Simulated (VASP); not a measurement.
# Nd (Im-3m) in VASP: further runs, part 2 of 2

VASP 6.6.1. Earlier steps stand in the parts before.

## Step 5: Single point, PBE, collinear spin, ferromagnetic start

The input, INCAR:

```
SYSTEM = Nd
  ADDGRID = .False.
  ALGO = Normal
  EDIFF = 1E-6
  ENCUT = 520
  GGA = PE
  ISIF = 2
  ISMEAR = -1
  ISPIN = 2
  LASPH = .True.
  LCHARG = .False.
  LMAXMIX = 6
  LORBIT = 11
  LREAL = .False.
  LWAVE = .False.
  MAGMOM = 3
  NBANDS = 16
  NELM = 100
  PREC = Low
  SIGMA = 0.1
```

The input, KPOINTS:

```
k-points
0
Gamma
  9 9 9
  0 0 0
```

The input, POSCAR:

```
Nd
1.0
   -2.0754700287      2.0754700287      2.0754700287
    2.0754700287     -2.0754700287      2.0754700287
    2.0754700287      2.0754700287     -2.0754700287
Nd
1
Direct
    0.0000000000      0.0000000000      0.0000000000
```

Potentials or basis: VASP PAW PBE potentials, release 64 (Nd_3), 4f in core.

The run is started by

```console
$ cat potpaw_PBE.64/Nd_3/POTCAR > POTCAR
$ mpirun -np 1 vasp_std > vasp.out
```

OUTCAR:

```text
SYSTEM = Nd
   EDIFF = 1E-6
   ENCUT = 520
   GGA = PE
   ISIF = 2
   ISMEAR = -1
   ISPIN = 2
   LASPH = .True.
   LORBIT = 11
   LREAL = .False.
   NELM = 100
   PREC = Low

 Found     35 irreducible k-points:

 Following reciprocal coordinates:
            Coordinates               Weight
  0.000000  0.000000  0.000000      1.000000
  0.111111  0.000000  0.000000     12.000000
  0.222222  0.000000  0.000000     12.000000
  0.333333  0.000000  0.000000     12.000000
  0.444444  0.000000  0.000000     12.000000
  0.111111  0.111111  0.000000     24.000000
   k-points           NKPTS =     35   k-points in BZ     NKDIM =     35   number of bands    NBANDS=     16
   number of dos      NEDOS =    301   number of ions     NIONS =      1
   total plane-waves  NPLWV =   8000
   dimension x,y,z NGX =    20 NGY =   20 NGZ =   20
   dimension x,y,z NGXF=    20 NGYF=   20 NGZF=   20
   ions per type =               1
   NGX,Y,Z   is equivalent  to a cutoff of   9.25,  9.25,  9.25 a.u.
   NGXF,Y,Z  is equivalent  to a cutoff of   9.25,  9.25,  9.25 a.u.
 SYSTEM =  Nd
   PREC   = low       normal or accurate (medium, high low for compatibility)
   ISTART =      0    job   : 0-new  1-cont  2-samecut
   ICHARG =      2    charge: 1-file 2-atom 10-const
   ISPIN  =      2    spin polarized calculation?
[... 163 lines left out ...]
      5       0.3776      1.00000
      6       4.2117      0.00017
[... 8 lines left out ...]
     15      19.4345      0.00000
     16      19.5281      0.00000

 [... further k-points ...]

 spin component 2

 k-point     1 :       0.0000    0.0000    0.0000
  band No.  band energies     occupation
      1     -34.6721      1.00000
      2     -15.3024      1.00000
      3     -15.3024      1.00000
      4     -15.3024      1.00000
      5      -0.6107      1.00000
      6       4.7720      0.00000
[... 91 lines left out ...]
      3     -15.3839      1.00000
      4     -15.3327      1.00000
      5       0.3788      1.00000
      6       4.2129      0.00017
[... 8 lines left out ...]
     15      19.4354      0.00000
     16      19.5291      0.00000

 [... further k-points ...]
[... 5 lines left out ...]
  --------------------------------------------------------------------------------------
  -------------------------------------------------------------------------------------
  Total       -0.0237722     -0.0237722     -0.0237722     -0.0000000     -0.0000000      0.0000000
  in kB       -1.0650516     -1.0650516     -1.0650516     -0.0000000     -0.0000000      0.0000000
  external PRESSURE =      -1.0650516 kB  Pullay stress =       0.0000000 kB

 VOLUME and BASIS-vectors are now :
 -----------------------------------------------------------------------------
  energy-cutoff  :      520.00
  volume of cell :       35.76
      direct lattice vectors                 reciprocal lattice vectors
    -2.075470029  2.075470029  2.075470029     0.000000000  0.240909285  0.240909285
     2.075470029 -2.075470029  2.075470029     0.240909285  0.000000000  0.240909285
     2.075470029  2.075470029 -2.075470029     0.240909285  0.240909285  0.000000000

 POSITION                                       TOTAL-FORCE (eV/Angst)
 -----------------------------------------------------------------------------------
      0.00000      0.00000      0.00000         0.000000      0.000000     -0.000000
 -----------------------------------------------------------------------------------
    total drift:                                0.000000      0.000000      0.000000

  FREE ENERGIE OF THE ION-ELECTRON SYSTEM (eV)
  ---------------------------------------------------
  free  energy   TOTEN  =        -4.6227793844 eV

  energy  without entropy=       -4.5456260391  energy(sigma->0) =       -4.58420271

 total charge

# of ion       s       p       d       tot
------------------------------------------
    1        2.154   5.774   0.953   8.881

 magnetization (x)

# of ion       s       p       d       tot
------------------------------------------
    1        0.000   0.000   0.001   0.001
```

It took 16 s on 1 thread of Intel Xeon Platinum 8488C (Sapphire Rapids), shared host; peak memory 0.13 GiB.

The run converged, but some of its settings lie outside the range that counts as converged, so its numbers aren't taken as properties of the crystal.

What came out:

```
Free energy                                           : -4.6228 eV
Pressure                                              : -0.1 GPa
Band gap on the k mesh                                : none (metal or under the smearing width)
Net moment                                            : 0.00 μB per cell
Valence electrons inside the program's atomic spheres : Nd 8.88
```

Caveat: the magnetic or orbital state may not be the lowest; spin-orbit coupling is left out, which moves the levels of the heavy elements; the 4f electrons are frozen in the core as for a trivalent ion, so they carry no moment and show no levels.

## Step 6: Single point, PBE, collinear spin, ferromagnetic start

Edit INCAR of step 5 so:

```diff
@@ -18,3 +18,3 @@
   NELM = 100
-  PREC = Low
+  PREC = Normal
   SIGMA = 0.1
```

KPOINTS is that of step 5.

POSCAR is that of step 5.

Potentials or basis: VASP PAW PBE potentials, release 64 (Nd_3), 4f in core.

The run is started by

```console
$ cat potpaw_PBE.64/Nd_3/POTCAR > POTCAR
$ mpirun -np 1 vasp_std > vasp.out
```

OUTCAR:

```text
SYSTEM = Nd
   EDIFF = 1E-6
   ENCUT = 520
   GGA = PE
   ISIF = 2
   ISMEAR = -1
   ISPIN = 2
   LASPH = .True.
   LORBIT = 11
   LREAL = .False.
   NELM = 100
   PREC = Normal

 Found     35 irreducible k-points:

 Following reciprocal coordinates:
            Coordinates               Weight
  0.000000  0.000000  0.000000      1.000000
  0.111111  0.000000  0.000000     12.000000
  0.222222  0.000000  0.000000     12.000000
  0.333333  0.000000  0.000000     12.000000
  0.444444  0.000000  0.000000     12.000000
  0.111111  0.111111  0.000000     24.000000
   k-points           NKPTS =     35   k-points in BZ     NKDIM =     35   number of bands    NBANDS=     16
   number of dos      NEDOS =    301   number of ions     NIONS =      1
   total plane-waves  NPLWV =   8000
   dimension x,y,z NGX =    20 NGY =   20 NGZ =   20
   dimension x,y,z NGXF=    40 NGYF=   40 NGZF=   40
   ions per type =               1
   NGX,Y,Z   is equivalent  to a cutoff of   9.25,  9.25,  9.25 a.u.
   NGXF,Y,Z  is equivalent  to a cutoff of  18.50, 18.50, 18.50 a.u.
 SYSTEM =  Nd
   PREC   = normal    normal or accurate (medium, high low for compatibility)
   ISTART =      0    job   : 0-new  1-cont  2-samecut
   ICHARG =      2    charge: 1-file 2-atom 10-const
   ISPIN  =      2    spin polarized calculation?
   LNONCOLLINEAR =      F non collinear calculations
   LSORBIT =      F    spin-orbit coupling
   LASPH  =      T    aspherical Exc in radial PAW
   ENCUT  =  520.0 eV  38.22 Ry    6.18 a.u.   6.68  6.68  6.68*2*pi/ulx,y,z
   NELM   =    100;   NELMIN=  2; NELMDL= -5     # of ELM steps
   EDIFF  = 0.1E-05   stopping-criterion for ELM
   LREAL  =      F    real-space projection
   EDIFFG = 0.1E-04   stopping-criterion for IOM
   NSW    =      0    number of steps for IOM
   IBRION =     -1    ionic relax: 0-MD 1-quasi-New 2-CG
   NFREE  =      0    steps in history (QN), initial steepest desc. (CG)
   ISIF   =      2    stress and relaxation
   ISYM   =      2    0-nonsym 1-usesym 2-fastsym
   POTIM  = 0.5000    time-step for ionic-motion
   TEBEG  =    0.0;   TEEND  =   0.0 temperature during run
   PSTRESS=    0.0 pullay stress
   NELECT =      11.0000    total number of electrons
   NUPDOWN=      -1.0000    fix difference up-down
   EMIN   =  10.00;   EMAX   =-10.00  energy-range for DOS
   EFERMI =   0.00;   METHOD = LEGACY
   ISMEAR =    -1;   SIGMA  =   0.10  broadening in eV -4-tet -1-fermi 0-gaus
   EFERMI_NEDOS =   21; number of points for ismear=-14 and -15
   IALGO  =     38    algorithm
   IMIX   =      4    mixing-type and parameters
     AMIX     =   0.40;   BMIX     =  1.00
     AMIX_MAG =   1.60;   BMIX_MAG =  1.00
  volume/ion in A,a.u.               =      35.76       241.33
  Fermi-wavevector in a.u.,A,eV,Ry     =   1.105103  2.088341 16.616139  1.221252
  Thomas-Fermi vector in A             =   2.241585
   LORBIT       =     11    0 simple, 1 ext, 2 COOP (PROOUT), +10 PAW based schemes
   GGA     = PE    functional components
   LHFCALC =     F    Hartree Fock is set to
   AEXX    =    0.0000 exact exchange contribution
   IVDW    =     0    specifies the selected vdW correction
   LEPSILON=     F    determine dielectric tensor
   LRPA    =     F    only Hartree local field effects (RPA)
 spin polarized calculation
  energy-cutoff  :      520.00
  volume of cell :       35.76
 maximum number of plane-waves:       973
   NGX = 13   NGY = 13   NGZ = 13

 number of electron      11.0000000 magnetization       0.0016190

 Free energy of the ion-electron system (eV)
  ---------------------------------------------------
  ext. energy  EPLUGINS =         0.00000000
  ---------------------------------------------------
  free energy    TOTEN  =        -4.62280369 eV

  energy without entropy =       -4.54565042  energy(sigma->0) =       -4.58422706

 E-fermi :   3.3432     XC(G=0):  -9.5963

 val. band max:        3.3429841285   @ k =   0.3333   0.1111   0.0000
 cond. band min:       3.3442074605   @ k =   0.3333   0.1111   0.0000
 fundamental gap:      0.0012233320
 Fermi energy:         3.3431747520

 spin component 1

 k-point     1 :       0.0000    0.0000    0.0000
  band No.  band energies     occupation
      1     -34.6725      1.00000
      2     -15.3029      1.00000
      3     -15.3029      1.00000
      4     -15.3029      1.00000
      5      -0.6118      1.00000
      6       4.7708      0.00000
[... 8 lines left out ...]
     15      20.6428      0.00000
     16      22.3148      0.00000

 k-point     2 :       0.1111    0.0000    0.0000
  band No.  band energies     occupation
      1     -34.6586      1.00000
      2     -15.4274      1.00000
      3     -15.3404      1.00000
      4     -15.3039      1.00000
      5      -0.2550      1.00000
      6       4.5203      0.00001
[... 8 lines left out ...]
     15      19.3416      0.00000
     16      22.0856      0.00000

 k-point     3 :       0.2222    0.0000    0.0000
  band No.  band energies     occupation
      1     -34.6234      1.00000
      2     -15.7282      1.00000
      3     -15.4336      1.00000
      4     -15.3067      1.00000
      5       0.6155      1.00000
      6       3.9846      0.00164
[... 8 lines left out ...]
     15      18.1579      0.00000
     16      20.5394      0.00000

 k-point     4 :       0.3333    0.0000    0.0000
  band No.  band energies     occupation
      1     -34.5829      1.00000
      2     -16.0489      1.00000
      3     -15.5366      1.00000
      4     -15.3100      1.00000
      5       1.3041      1.00000
      6       3.4873      0.19133
[... 8 lines left out ...]
     15      18.3014      0.00000
     16      19.6548      0.00000

 k-point     5 :       0.4444    0.0000    0.0000
  band No.  band energies     occupation
      1     -34.5562      1.00000
      2     -16.2477      1.00000
      3     -15.6022      1.00000
      4     -15.3122      1.00000
      5       1.3728      1.00000
      6       3.2056      0.79826
[... 8 lines left out ...]
     15      20.1961      0.00000
     16      20.9591      0.00000

 k-point     6 :       0.1111    0.1111    0.0000
  band No.  band energies     occupation
      1     -34.6341      1.00000
      2     -15.6340      1.00000
      3     -15.3844      1.00000
      4     -15.3332      1.00000
      5       0.3776      1.00000
      6       4.2117      0.00017
[... 8 lines left out ...]
     15      19.4345      0.00000
     16      19.5281      0.00000

 [... further k-points ...]

 spin component 2

 k-point     1 :       0.0000    0.0000    0.0000
  band No.  band energies     occupation
      1     -34.6721      1.00000
      2     -15.3024      1.00000
      3     -15.3024      1.00000
      4     -15.3024      1.00000
      5      -0.6107      1.00000
      6       4.7720      0.00000
[... 8 lines left out ...]
     15      20.6436      0.00000
     16      22.3157      0.00000

 k-point     2 :       0.1111    0.0000    0.0000
  band No.  band energies     occupation
      1     -34.6583      1.00000
      2     -15.4269      1.00000
      3     -15.3399      1.00000
      4     -15.3035      1.00000
      5      -0.2538      1.00000
      6       4.5215      0.00001
[... 8 lines left out ...]
     15      19.3425      0.00000
     16      22.0865      0.00000

 k-point     3 :       0.2222    0.0000    0.0000
  band No.  band energies     occupation
      1     -34.6230      1.00000
      2     -15.7277      1.00000
      3     -15.4331      1.00000
      4     -15.3062      1.00000
      5       0.6167      1.00000
      6       3.9858      0.00162
[... 8 lines left out ...]
     15      18.1590      0.00000
     16      20.5405      0.00000

 k-point     4 :       0.3333    0.0000    0.0000
  band No.  band energies     occupation
      1     -34.5825      1.00000
      2     -16.0484      1.00000
      3     -15.5361      1.00000
      4     -15.3095      1.00000
      5       1.3053      1.00000
      6       3.4886      0.18941
[... 8 lines left out ...]
     15      18.3024      0.00000
     16      19.6561      0.00000

 k-point     5 :       0.4444    0.0000    0.0000
  band No.  band energies     occupation
      1     -34.5559      1.00000
      2     -16.2471      1.00000
      3     -15.6017      1.00000
      4     -15.3117      1.00000
      5       1.3739      1.00000
      6       3.2069      0.79624
[... 8 lines left out ...]
     15      20.1972      0.00000
     16      20.9601      0.00000

 k-point     6 :       0.1111    0.1111    0.0000
  band No.  band energies     occupation
      1     -34.6337      1.00000
      2     -15.6335      1.00000
      3     -15.3839      1.00000
      4     -15.3327      1.00000
      5       0.3788      1.00000
      6       4.2129      0.00017
[... 8 lines left out ...]
     15      19.4354      0.00000
     16      19.5291      0.00000

 [... further k-points ...]
[... 5 lines left out ...]
  --------------------------------------------------------------------------------------
  -------------------------------------------------------------------------------------
  Total       -0.0229420     -0.0229420     -0.0229420     -0.0000000     -0.0000000     -0.0000000
  in kB       -1.0278574     -1.0278574     -1.0278574     -0.0000000     -0.0000000     -0.0000000
  external PRESSURE =      -1.0278574 kB  Pullay stress =       0.0000000 kB

 VOLUME and BASIS-vectors are now :
 -----------------------------------------------------------------------------
  energy-cutoff  :      520.00
  volume of cell :       35.76
      direct lattice vectors                 reciprocal lattice vectors
    -2.075470029  2.075470029  2.075470029     0.000000000  0.240909285  0.240909285
     2.075470029 -2.075470029  2.075470029     0.240909285  0.000000000  0.240909285
     2.075470029  2.075470029 -2.075470029     0.240909285  0.240909285  0.000000000

 POSITION                                       TOTAL-FORCE (eV/Angst)
 -----------------------------------------------------------------------------------
      0.00000      0.00000      0.00000         0.000000      0.000000     -0.000000
 -----------------------------------------------------------------------------------
    total drift:                                0.000000      0.000000      0.000000

  FREE ENERGIE OF THE ION-ELECTRON SYSTEM (eV)
  ---------------------------------------------------
  free  energy   TOTEN  =        -4.6228036918 eV

  energy  without entropy=       -4.5456504248  energy(sigma->0) =       -4.58422706

 total charge

# of ion       s       p       d       tot
------------------------------------------
    1        2.154   5.774   0.953   8.881

 magnetization (x)

# of ion       s       p       d       tot
------------------------------------------
    1        0.000   0.000   0.001   0.001
```

Wall time 17 s (1 thread of Intel Xeon Platinum 8488C (Sapphire Rapids), shared host); peak memory 0.14 GiB.

The run converged, but some of its settings lie outside the range that counts as converged, so its numbers aren't taken as properties of the crystal.

Results:

- Free energy: -4.6228 eV
- Pressure: -0.1 GPa
- Band gap on the k mesh: none (metal or under the smearing width)
- Net moment: 0.00 μB per cell
- Valence electrons inside the program's atomic spheres: Nd 8.88

Caveat: the magnetic or orbital state may not be the lowest; spin-orbit coupling is left out, which moves the levels of the heavy elements; the 4f electrons are frozen in the core as for a trivalent ion, so they carry no moment and show no levels.
